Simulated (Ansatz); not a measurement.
Ansatz input

```yaml
crystal:
  lattice:
    - [0.0, 1.8187291379, 1.8187291379]
    - [1.8187291379, 0.0, 1.8187291379]
    - [1.8187291379, 1.8187291379, 0.0]
  atoms:
    - { symbol: Cr, position: [0.0, 0.0, 0.0] }
hamiltonian:
  xc: lda
  pseudopotentials:
    kind: paw
    azcp:
      Cr: "pseudopotentials/Cr.paw.azcp"
basis:
  ecutwfc: 420
  fft_grid_basis: typed
kpoints:
  mp_grid: { grid: [25, 25, 25], shift: [0, 0, 0] }
magnetization:
  spin_polarized: false
scf:
  occupations: { method: fermi_dirac, width: 0.1 }
output:
  stress: true
```

Terminal output

```
Warning: the record states the generating functional pbe (its physics header spells it `PBE`), which answers neither for hamiltonian.xc's functional nor for the lda family's — results may be inconsistent (PPs are generated against a specific XC)
Engine: ansatz 0.2.0, aarch64-unknown-linux-gnu
Pseudopotentials: kind: paw
Pseudopotential: Cr, paw, valence charge 14, recommended cutoff 420 eV (normal) 
Functional definition: SPW92
  exchange = slater_x
  correlation = pw_c
Crystal: 1 atoms, lattice volume = 12.032 Å³
Basis set: ecut = 420 eV, 259 PW (Γ)
Bands: 11, of which v1, the nominal top of the filled ones, is band 7 counted from 1 (6 counted from 0)
Symmetry: 48 space group operations
Space group: Fm-3m (ITA 225), of the structure as read, at distance tolerance 2.3e-5 Å
k-points: 455 of 15625
Non-local potential: Cr, projectors of the file, l = 0: 3, l = 1: 2, l = 2: 3, l = 3: 1
PAW form: soft (Blöchl's): semilocal exchange-correlation on the pseudo side does not see the compensation charge
PAW frozen core: Cr, regenerated for the run's functional, and the local potential with it (the file was generated under x = pbe(κ = 0.804, μ = 0.2195149727645171), c = pbe(β = 0.06672455060314922))
PAW one-centre angular grid: Cr, 590 points (default); XC on 64 Gauss nodes
Initial density: superposition of atomic densities (neutral atoms: chi_scale 0, normalization atom), corrected by the library's trained network
Initial wavefunctions: pseudopotential atomic-orbital guess
Functional: x = slater, c = lda
SCF iter   1: F=—  HF=-3322.625404 eV  |F-HF|=—  |Δ(HF+E_count)|=         —  Δρ=9.02e-3  dr2=3.09e-3  ethr=1.77e-3  ⟨swp⟩=3.9  Hψ=24087  notcnv=0
SCF iter   2: F=—  HF=-3322.624955 eV  |F-HF|=—  |Δ(HF+E_count)|=   4.49e-4  Δρ=4.47e-3  dr2=6.26e-4  ethr=2.21e-5  ⟨swp⟩=1.0  Hψ=8645  notcnv=0
SCF iter   3: F=—  HF=-3322.625008 eV  |F-HF|=—  |Δ(HF+E_count)|=   5.31e-5  Δρ=2.16e-3  dr2=4.24e-4  ethr=4.47e-6  ⟨swp⟩=2.1  Hψ=8022  notcnv=0
SCF iter   4: F=—  HF=-3322.624877 eV  |F-HF|=—  |Δ(HF+E_count)|=   1.31e-4  Δρ=2.04e-4  dr2=2.48e-6  ethr=3.03e-6  ⟨swp⟩=2.5  Hψ=7454  notcnv=0
SCF iter   5: F=—  HF=-3322.624875 eV  |F-HF|=—  |Δ(HF+E_count)|=   2.42e-6  Δρ=1.13e-5  dr2=7.83e-9  ethr=1.77e-8  ⟨swp⟩=1.3  Hψ=5204  notcnv=0
SCF iter   6: F=-3322.624875 eV  HF=-3322.624875 eV  |F-HF|=2.46e-11  |Δ(HF+E_count)|=   1.31e-9  Δρ=1.20e-6  dr2=6.38e-11  ethr=5.59e-11  ⟨swp⟩=2.0  Hψ=14669  notcnv=0
SCF 1 converged in 6 iterations: F = -3322.624875 eV  dr2 = 6.38e-11
SCF converged after 6 iterations
Free energy (F): -3322.624875 eV
Harris-Foulkes:  -3322.624875 eV  (|F-HF|=2.46e-11)
Internal energy: -3322.565457 eV  (E = F + TS)
E sigma→0 (E₀):  -3322.595166 eV
Entropy (-TS):   -0.059418 eV (-59.418 meV/atom)
Fermi energy:    17.933936 eV
--- Per-component energies (eV) ---
  E_band       = -156.362258
  E_kinetic    = 343.058996
  E_local      = -1217.535014  (includes V_loc(G=0)·N_el)
  E_nonlocal   = 83.482316
  E_hartree    = 526.323573
  E_xc         = -138.718712
  E_vxc        = -177.929082  (∫ρ·V_xc dr)
  E_paw        = -1140.828029  (= ΣΔE_a)
  E_vpaw       = -240.087241  (= ΣTr[D̂ρ^β])
  E_aug_tail   = 0.000318  (compensation charges beyond the density's cutoff)
  E_ewald      = -1778.714029
  E_core_change = 0.365125  (= ΣΔE_core)
  E_smearing   = -0.059418  (= −TS)
  E_closure    = 0.000000  (closes the sum)
  Σ components = -3322.624875   (vs F -3322.624875, Δ=0.00e0)
--- Stress (GPa, compression-positive) ---
      -17.972537       0.000000      -0.000000
        0.000000     -17.972537       0.000000
        0.000000      -0.000000     -17.972537
  P = ⅓ Tr σ = -17.9725 GPa (-179.725 kbar)
```
